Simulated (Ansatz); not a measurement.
## PbO2 under changes of volume

One of the cells (13.151 Å³/atom); the others are scaled copies at fixed shape and fractional positions:

```xyz
3
Lattice="0.0000 2.7020 2.7020 2.7020 0.0000 2.7020 2.7020 2.7020 0.0000" Properties=species:S:1:pos:R:3 pbc="T T T"
Pb    0.0000    0.0000    0.0000
O     4.0530    4.0530    4.0530
O     1.3510    1.3510    1.3510
```

The cell comes from a database or a generator and needn't be the stable form of this composition.

| Item | Value |
| --- | --- |
| Program | Ansatz 0.2.0 |
| Functional | PBE |
| Potentials or basis | all-electron LAPW, scalar-relativistic |
| Cutoff | 315 eV (chosen from the basis error) |
| Basis error allowed | 0.001 eV/atom |
| k mesh | 9 × 9 × 9 |
| Occupations | fermi-dirac, width 0.05 eV |
| Spin | no spin polarisation |

| volume (Å³/atom) | energy over the lowest point (meV/atom) | pressure (GPa) |
| --- | --- | --- |
| 12.362 | ? | ? |
| 12.625 | 11.02 | 6.5 |
| 12.888 | 2.99 | 3.3 |
| 13.151 | 0.00 | 0.4 |
| 13.414 | 1.48 | -2.1 |
| 13.677 | 6.90 | -4.4 |
| 13.940 | 15.83 | -6.4 |

Task: What does the run at 12.362 Å³/atom give?

Result: Energy over the lowest point 24.66 meV/atom; pressure 10.2 GPa.

Worked out: A Birch-Murnaghan fit of order 3 (a polynomial in V^(-2/3)) to the other rows has its minimum at 13.19 Å³/atom with B0 = V·E''(V) = 134 GPa and B' = 5.1. It gives 24.74 meV/atom at 12.362 Å³/atom, against the run's 24.66, and -dE/dV = 10.2 GPa, against 10.2.

Energies are extrapolated to zero smearing.
